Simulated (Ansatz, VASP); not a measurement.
## One calculation of Fe, two programs

```xyz
1
Lattice="-1.3638 1.4158 1.4158 1.3638 -1.4158 1.4158 1.3638 1.4158 -1.4158" Properties=species:S:1:pos:R:3 pbc="T T T"
Fe    0.0000    0.0000    0.0000
```

Change from the starting cell: normal strain along x -0.0367, normal strain along z +0.0000.

Alike in both runs: task single point; functional PBE; k mesh 10 × 10 × 10; occupations gaussian, width 0.15 eV; collinear spin.

|  | VASP | Ansatz |
| --- | --- | --- |
| version | VASP 6.6.1 | Ansatz 0.2.0 |
| potentials or method | VASP PAW PBE potentials, release 64 (Fe) | scalar-relativistic, plane waves, PAW |
| plane-wave cutoff (eV) | 520 | 520 |
| valence electrons in the cell | 8 | 16 |

|  | VASP | Ansatz | Ansatz less VASP |
| --- | --- | --- | --- |
| gap on the k mesh at the Fermi level (eV) | none | none | - |
| pressure (GPa) | 7.7 | 8.1 | +0.45 |
| largest component of the traceless stress (GPa) | 5.04 | 4.97 | -0.073 |
| net moment per atom (μB) | 2.12 | 2.11 | -0.006 |
| size of the moment on the site where the two differ most (μB) | 2.11 | 2.16 | +0.047 |

Site moments also hang on the region over which each program counts them. A gap of «none» marks a metal or a gap that the smearing closes. The functional is the same, so the differences come from potentials, cutoffs and numerics. The two sets of potentials don't hold the same shells in valence.
